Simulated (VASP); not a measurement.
# In3As (Pm-3m) in VASP: single point with PBEsol

Aim: the single point of In3As with PBEsol.

Everything below comes from runs of VASP 6.6.1. Logs are shortened: lines on timing, memory, paths and dates and some standing lists are left out, and cuts for length are marked.

**1. The crystal as given**

The structure is cubic, space group Pm-3m (No. 221). Conventional cell: a = 4.672 Å, b = 4.672 Å, c = 4.672 Å, α = 90.00°, β = 90.00°, γ = 90.00°. In (site symmetry 4/mmm) is surrounded by 8 In at 3.30 Å and 4 As at 3.30 Å. As (site symmetry m-3m) is surrounded by 12 In at 3.30 Å.

The cell comes from a database or a generator and needn't be the stable form of this composition.

**2. Single point, PBEsol**

Contents of INCAR:

```
SYSTEM = In3As
ALGO = Normal ; EDIFF = 1E-6
ENCUT = 520 ; GGA = PS
ISIF = 2 ; ISMEAR = -1
LASPH = .TRUE. ; LCHARG = .FALSE.
LREAL = .FALSE. ; LWAVE = .FALSE.
NBANDS = 30 ; NELM = 100
PREC = Accurate ; SIGMA = 0.1
```

Contents of KPOINTS:

```
k-points
0
G
  4 4 4
  0 0 0
```

Contents of POSCAR:

```
In3As
1.0
    4.6716800000      0.0000000000      0.0000000000
    0.0000000000      4.6716800000      0.0000000000
    0.0000000000      0.0000000000      4.6716800000
In As
3 1
Direct
    0.0000000000      0.5000000000      0.5000000000
    0.5000000000      0.0000000000      0.5000000000
    0.5000000000      0.5000000000      0.0000000000
    0.0000000000      0.0000000000      0.0000000000
```

Potentials or basis: VASP PAW PBE potentials, release 64 (In_d, As).

Command:

```bash
cat potpaw_PBE.64/In_d/POTCAR potpaw_PBE.64/As/POTCAR > POTCAR
mpirun -np 1 vasp_std > vasp.out
```

OUTCAR:

```text
SYSTEM = In3As
   EDIFF = 1E-6
   ENCUT = 520
   GGA = PS
   ISIF = 2
   ISMEAR = -1
   LASPH = .TRUE.
   LREAL = .FALSE.
   NELM = 100
   PREC = Accurate

 ion  position               nearest neighbor table
   1  0.000  0.500  0.500-   2 3.30   3 3.30   4 3.30   3 3.30   4 3.30   2 3.30   4 3.30   4 3.30
                             2 3.30   3 3.30   3 3.30   2 3.30
   2  0.500  0.000  0.500-   1 3.30   3 3.30   4 3.30   3 3.30   4 3.30   1 3.30   3 3.30   3 3.30
                             1 3.30   4 3.30   4 3.30   1 3.30
   3  0.500  0.500  0.000-   1 3.30   2 3.30   4 3.30   1 3.30   2 3.30   2 3.30   4 3.30   2 3.30
                             1 3.30   4 3.30   1 3.30   4 3.30
   4  0.000  0.000  0.000-   1 3.30   2 3.30   3 3.30   1 3.30   2 3.30   1 3.30   3 3.30   1 3.30
                             2 3.30   3 3.30   2 3.30   3 3.30

  LATTYP: Found a simple cubic cell.
 ALAT       =     4.6716800000

  Lattice vectors:

 A1 = (   4.6716800000,   0.0000000000,   0.0000000000)
 A2 = (   0.0000000000,   4.6716800000,   0.0000000000)
 A3 = (   0.0000000000,   0.0000000000,   4.6716800000)

Analysis of symmetry for initial positions (statically):
=====================================================================
 Subroutine PRICEL returns:
 Original cell was already a primitive cell.

 Routine SETGRP: Setting up the symmetry group for a
 simple cubic supercell.

 Subroutine GETGRP returns: Found 48 space group operations
 (whereof 48 operations were pure point group operations)
 out of a pool of 48 trial point group operations.

The static configuration has the point symmetry O_h .

Analysis of symmetry for dynamics (positions and initial velocities):
=====================================================================
 Subroutine PRICEL returns:
 Original cell was already a primitive cell.

 Routine SETGRP: Setting up the symmetry group for a
 simple cubic supercell.

 Subroutine GETGRP returns: Found 48 space group operations
 (whereof 48 operations were pure point group operations)
 out of a pool of 48 trial point group operations.

The dynamic configuration has the point symmetry O_h .

 Subroutine INISYM returns: Found 48 space group operations
 (whereof 48 operations are pure point group operations),
 and found     1 'primitive' translations

----------------------------------------------------------------------------------------

                                     Primitive cell

  volume of cell :     101.9575

  direct lattice vectors                    reciprocal lattice vectors
     4.671680000  0.000000000  0.000000000     0.214055757  0.000000000  0.000000000
     0.000000000  4.671680000  0.000000000     0.000000000  0.214055757  0.000000000
     0.000000000  0.000000000  4.671680000     0.000000000  0.000000000  0.214055757

  length of vectors
     4.671680000  4.671680000  4.671680000     0.214055757  0.214055757  0.214055757

  position of ions in fractional coordinates (direct lattice)
     0.000000000  0.500000000  0.500000000
     0.500000000  0.000000000  0.500000000
     0.500000000  0.500000000  0.000000000
     0.000000000  0.000000000  0.000000000

  ion indices of the primitive-cell ions
   primitive index   ion index
                 1           1
                 2           2
                 3           3
                 4           4

----------------------------------------------------------------------------------------

 KPOINTS: k-points

Automatic generation of k-mesh.
 Grid dimensions read from file:
 generate k-points for:    4    4    4

 Generating k-lattice:

  Cartesian coordinates                     Fractional coordinates (reciprocal lattice)
     0.053513939  0.000000000  0.000000000     0.250000000  0.000000000  0.000000000
     0.000000000  0.053513939  0.000000000     0.000000000  0.250000000  0.000000000
     0.000000000  0.000000000  0.053513939     0.000000000  0.000000000  0.250000000

  Length of vectors
     0.053513939  0.053513939  0.053513939

  Shift w.r.t. Gamma in fractional coordinates (k-lattice)
     0.000000000  0.000000000  0.000000000

 Subroutine IBZKPT returns following result:
 ===========================================

 Found     10 irreducible k-points:

 Following reciprocal coordinates:
            Coordinates               Weight
  0.000000  0.000000  0.000000      1.000000
  0.250000  0.000000  0.000000      6.000000
  0.500000  0.000000  0.000000      3.000000
  0.250000  0.250000  0.000000     12.000000
  0.500000  0.250000  0.000000     12.000000
  0.500000  0.500000  0.000000      3.000000
  0.250000  0.250000  0.250000      8.000000
  0.500000  0.250000  0.250000     12.000000
  0.500000  0.500000  0.250000      6.000000
  0.500000  0.500000  0.500000      1.000000
   k-points           NKPTS =     10   k-points in BZ     NKDIM =     10   number of bands    NBANDS=     30
   number of dos      NEDOS =    301   number of ions     NIONS =      4
   total plane-waves  NPLWV =  46656
   dimension x,y,z NGX =    36 NGY =   36 NGZ =   36
   dimension x,y,z NGXF=    72 NGYF=   72 NGZF=   72
   ions per type =               3   1
   NGX,Y,Z   is equivalent  to a cutoff of  12.81, 12.81, 12.81 a.u.
   NGXF,Y,Z  is equivalent  to a cutoff of  25.62, 25.62, 25.62 a.u.
 SYSTEM =  In3As
   PREC   = accura    normal or accurate (medium, high low for compatibility)
   ISTART =      0    job   : 0-new  1-cont  2-samecut
   ICHARG =      2    charge: 1-file 2-atom 10-const
   ISPIN  =      1    spin polarized calculation?
   LNONCOLLINEAR =      F non collinear calculations
   LSORBIT =      F    spin-orbit coupling
   LASPH  =      T    aspherical Exc in radial PAW
   ENCUT  =  520.0 eV  38.22 Ry    6.18 a.u.   8.69  8.69  8.69*2*pi/ulx,y,z
   NELM   =    100;   NELMIN=  2; NELMDL= -5     # of ELM steps
   EDIFF  = 0.1E-05   stopping-criterion for ELM
   LREAL  =      F    real-space projection
   EDIFFG = 0.1E-04   stopping-criterion for IOM
   NSW    =      0    number of steps for IOM
   IBRION =     -1    ionic relax: 0-MD 1-quasi-New 2-CG
   NFREE  =      0    steps in history (QN), initial steepest desc. (CG)
   ISIF   =      2    stress and relaxation
   ISYM   =      2    0-nonsym 1-usesym 2-fastsym
   POTIM  = 0.5000    time-step for ionic-motion
   TEBEG  =    0.0;   TEEND  =   0.0 temperature during run
   PSTRESS=    0.0 pullay stress
   NELECT =      44.0000    total number of electrons
   NUPDOWN=      -1.0000    fix difference up-down
   EMIN   =  10.00;   EMAX   =-10.00  energy-range for DOS
   EFERMI =   0.00;   METHOD = LEGACY
   ISMEAR =    -1;   SIGMA  =   0.10  broadening in eV -4-tet -1-fermi 0-gaus
   EFERMI_NEDOS =   21; number of points for ismear=-14 and -15
   IALGO  =     38    algorithm
   IMIX   =      4    mixing-type and parameters
     AMIX     =   0.40;   BMIX     =  1.00
     AMIX_MAG =   1.60;   BMIX_MAG =  1.00
  volume/ion in A,a.u.               =      25.49       172.01
  Fermi-wavevector in a.u.,A,eV,Ry     =   1.237141  2.337858 20.823969  1.530519
  Thomas-Fermi vector in A             =   2.371721
   LORBIT       =      0    0 simple, 1 ext, 2 COOP (PROOUT), +10 PAW based schemes
   GGA     = PS    functional components
   LHFCALC =     F    Hartree Fock is set to
   AEXX    =    0.0000 exact exchange contribution
   IVDW    =     0    specifies the selected vdW correction
   LEPSILON=     F    determine dielectric tensor
   LRPA    =     F    only Hartree local field effects (RPA)
 non-spin polarized calculation
  energy-cutoff  :      520.00
  volume of cell :      101.96
 maximum number of plane-waves:      2800
 NGX is ok and might be reduce to    36
   NGX = 17   NGY = 17   NGZ = 17

 number of electron      43.9999975 magnetization

 Free energy of the ion-electron system (eV)
  ---------------------------------------------------
  ext. energy  EPLUGINS =         0.00000000
  ---------------------------------------------------
  free energy    TOTEN  =       -13.70550866 eV

  energy without entropy =      -13.62639578  energy(sigma->0) =      -13.66595222

 E-fermi :   6.6870     XC(G=0): -10.2938

 val. band max:        6.4782206012   @ k =   0.5000   0.0000   0.0000
 cond. band min:       6.7207895885   @ k =   0.2500   0.0000   0.0000
 fundamental gap:      0.2425689872
 Fermi energy:         6.6870093372

 k-point     1 :       0.0000    0.0000    0.0000
  band No.  band energies     occupation
      1      -8.1358      2.00000
      2      -8.1217      2.00000
      3      -8.1217      2.00000
      4      -8.1217      2.00000
      5      -7.9472      2.00000
      6      -7.9472      2.00000
[... 22 lines left out ...]
     29      12.4425      0.00000
     30      13.7309      0.00000

 k-point     2 :       0.2500    0.0000    0.0000
  band No.  band energies     occupation
      1      -8.1108      2.00000
      2      -8.0780      2.00000
      3      -8.0543      2.00000
      4      -8.0543      2.00000
      5      -7.9386      2.00000
      6      -7.9027      2.00000
[... 22 lines left out ...]
     29      13.6223      0.00000
     30      14.0016      0.00000

 k-point     3 :       0.5000    0.0000    0.0000
  band No.  band energies     occupation
      1      -8.0991      2.00000
      2      -7.9945      2.00000
      3      -7.9193      2.00000
      4      -7.9077      2.00000
      5      -7.9077      2.00000
      6      -7.8595      2.00000
[... 22 lines left out ...]
     29      11.7079      0.00000
     30      12.7963      0.00000

 k-point     4 :       0.2500    0.2500    0.0000
  band No.  band energies     occupation
      1      -8.0645      2.00000
      2      -8.0542      2.00000
      3      -8.0242      2.00000
      4      -7.9986      2.00000
      5      -7.9179      2.00000
      6      -7.8717      2.00000
[... 154 lines left out ...]
     29      13.0241      0.00000
     30      13.3428      0.00000

 k-point     9 :       0.5000    0.5000    0.2500
  band No.  band energies     occupation
      1      -8.0056      2.00000
      2      -7.9941      2.00000
      3      -7.9941      2.00000
      4      -7.9876      2.00000
      5      -7.9360      2.00000
      6      -7.9360      2.00000
[... 22 lines left out ...]
     29      13.2880      0.00000
     30      14.7956      0.00000

 k-point    10 :       0.5000    0.5000    0.5000
  band No.  band energies     occupation
      1      -8.0627      2.00000
      2      -8.0185      2.00000
      3      -8.0185      2.00000
      4      -8.0185      2.00000
      5      -7.9565      2.00000
      6      -7.9565      2.00000
[... 22 lines left out ...]
     29      15.5558      0.00000
     30      15.5564      0.00000

------------------------ aborting loop because EDIFF is reached ----------------------------------------

  FORCE on cell =-STRESS in cart. coord.  units (eV):
  Direction    XX          YY          ZZ          XY          YZ          ZX
  --------------------------------------------------------------------------------------
  -------------------------------------------------------------------------------------
  Total       -1.8945803     -1.8945803     -1.8945803      0.0000000      0.0000000      0.0000000
  in kB      -29.7717483    -29.7717483    -29.7717483      0.0000000      0.0000000      0.0000000
  external PRESSURE =     -29.7717483 kB  Pullay stress =       0.0000000 kB

 VOLUME and BASIS-vectors are now :
 -----------------------------------------------------------------------------
  energy-cutoff  :      520.00
  volume of cell :      101.96
      direct lattice vectors                 reciprocal lattice vectors
     4.671680000  0.000000000  0.000000000     0.214055757  0.000000000  0.000000000
     0.000000000  4.671680000  0.000000000     0.000000000  0.214055757  0.000000000
     0.000000000  0.000000000  4.671680000     0.000000000  0.000000000  0.214055757

 POSITION                                       TOTAL-FORCE (eV/Angst)
 -----------------------------------------------------------------------------------
      0.00000      2.33584      2.33584         0.000000      0.000000      0.000000
      2.33584      0.00000      2.33584         0.000000      0.000000      0.000000
      2.33584      2.33584      0.00000         0.000000      0.000000      0.000000
      0.00000      0.00000      0.00000         0.000000      0.000000      0.000000
 -----------------------------------------------------------------------------------
    total drift:                                0.000000      0.000000      0.000000

  FREE ENERGIE OF THE ION-ELECTRON SYSTEM (eV)
  ---------------------------------------------------
  free  energy   TOTEN  =       -13.7055086636 eV

  energy  without entropy=      -13.6263957828  energy(sigma->0) =      -13.66595222
```

Wall time 26 s (1 thread of Intel Xeon Platinum 8488C (Sapphire Rapids), shared host); peak memory 0.2 GiB.

What came out:

```yaml
Free_energy: -13.7055 eV
Pressure: -3.0 GPa
Band_gap_on_the_k_mesh: none (metal or under the smearing width)
```

Caveat: the PAW data sets were made with another functional, which shifts forces and pressure a little.
